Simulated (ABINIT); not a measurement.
# Moving the dispersion correction in HfB2

The cell as given:

The structure is hexagonal, space group P6/mmm (No. 191). Conventional cell: a = 3.140 Å, b = 3.140 Å, c = 3.480 Å, α = 90.00°, β = 90.00°, γ = 120.00°. Hf (site symmetry 6/mmm) has 12 B at 2.51 Å as nearest neighbours. B (site symmetry -6m2) has 3 B at 1.81 Å as nearest neighbours.

Kept alike: task relaxation of cell and atoms; functional PBE; k mesh 10 × 10 × 8; occupations fermi-dirac, width 0.05 eV; no spin polarisation. Program: ABINIT, JTH PAW PBE v2.0, cutoff 517 eV. The mesh is that of the run's cell of 3 atoms. No spin-orbit coupling.

| dispersion correction | volume (Å³/atom) | first edge of the run's cell (Å) | third edge of the run's cell (Å) |
| --- | --- | --- | --- |
| D3(zero) | 9.806 | 3.126 | 3.475 |
| D3(BJ) | 9.731 | 3.120 | 3.463 |
| none | 9.964 | 3.143 | 3.493 |

The relaxations keep at least the cell's symmetry (P6/mmm). For a metal such a mesh leaves the last digits unconverged. Relaxations stop with a little pressure left, so the last digits of a volume or edge aren't settled.

Problem. What does the dispersion correction change here?

Solution. The volume runs from 9.731 (D3(BJ)) to 9.964 Å³/atom (none). Against no correction: D3(zero) -1.6 %; D3(BJ) -2.3 %. Dispersion terms mostly attract and so lower the volume; the schemes' coefficients and damping set how far. The first edge of the run's cell runs from 3.120 (D3(BJ)) to 3.143 Å (none). The third edge of the run's cell runs from 3.463 (D3(BJ)) to 3.493 Å (none).
